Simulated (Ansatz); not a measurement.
**TiO2 with an O vacancy: what each run costs**

TiO2 with an O vacancy, cell charge +2. Cell: 35 atoms, space group Pmm2, a = 6.505 Å, b = 6.505 Å, c = 8.878 Å, α = 90.00°, β = 90.00°, γ = 90.00°.

All runs are DFT with Ansatz 0.2.0 on 1 thread of Arm Neoverse V1 (aarch64; 8 cores open to the job, memory cap 3.0 GiB, no GPU), a shared host.

(1) Rank the runs by wall time, shortest first.
A. relaxation of the ions, PBE, 420 eV, 3×3×2 k-points, smearing 0.01 eV
B. single point, PBE, 420 eV, 3×3×2 k-points, smearing 0.01 eV
C. single point at relaxed positions, r2SCAN, 500 eV, 3×3×2 k-points, smearing 0.01 eV

Results:

(1) B (2.3 min, 0.88 GiB), C (3.6 min, 1.5 GiB), A (9 min, 1 GiB).
